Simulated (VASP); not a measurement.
# C₂NH₅: harmonic vibrations of a molecule

C₂NH₅, molecule in box, 8 atoms in the cell. PBE, harmonic vibrations; PAW potentials C, N, H (PBE set).

## Input

INCAR.step1:
```
PREC = Accurate ; ENCUT = 400
EDIFF = 1E-8 ; ISMEAR = 0
SIGMA = 0.01 ; ISYM = 0
LREAL = False ; LASPH = True
NELM = 100 ; ALGO = Normal
LWAVE = False ; LCHARG = False
IBRION = 2 ; NSW = 60
ISIF = 2 ; EDIFFG = -0.002
POTIM = 0.5
```

INCAR.step2, as INCAR.step1 but for:
```
- IBRION = 2
- NSW = 60
- ISIF = 2
- EDIFFG = -0.002
- POTIM = 0.5
+ IBRION = 5
+ NFREE = 2
+ POTIM = 0.015
+ NSW = 1
```

KPOINTS:
```
k-points
0
Gamma
  1 1 1
```

POSCAR.step1:
```
H5C2N
1.0
   12.0000000000      0.0000000000      0.0000000000
    0.0000000000     13.0000000000      0.0000000000
    0.0000000000      0.0000000000     11.0000000000
C N H
2 1 5
Direct
    0.4522500000      0.5634115400      0.5051409100
    0.5467750000      0.5047269200      0.5597136400
    0.5496666700      0.4105730800      0.5878318200
    0.4774833300      0.5973269200      0.4183500000
    0.3796583300      0.5143884600      0.4902136400
    0.4284583300      0.6273269200      0.5644500000
    0.6225083300      0.5493961500      0.5771863600
    0.4753333300      0.3759038500      0.5680590900
```

Commands (each step's output is kept before the next begins):
```
cat potpaw_PBE.64/C/POTCAR potpaw_PBE.64/N/POTCAR potpaw_PBE.64/H/POTCAR > POTCAR
cp INCAR.step1 INCAR
cp POSCAR.step1 POSCAR
mpirun -np 4 vasp_gam > vasp.out
cp CONTCAR POSCAR
cp INCAR.step2 INCAR
mpirun -np 4 vasp_gam > vasp.out
```

## Result

- Vibrations (cm⁻¹; a negative value is imaginary): 3305, 3053, 3019, 2982, 2961, 1671, 1425, 1418, 1382, 1340, 1232, 1100, 1036, 1031, 887, 666, 472, 175
- Zero-point energy (eV): 1.807
- Translations and rotations, which should read zero (cm⁻¹): -34, -14, -3, 0, 5, 11
- Vibrational entropy at 298 K (meV/K): 0.171
- Displaced cells: 48
- Ionic steps, all stages: 90
- Electronic steps, all stages: 1352

VASP 6.6.1 took 1520 s on 4 cores (Intel Xeon Platinum 8259CL @ 2.50GHz (Skylake/Cascade Lake)), a shared host.
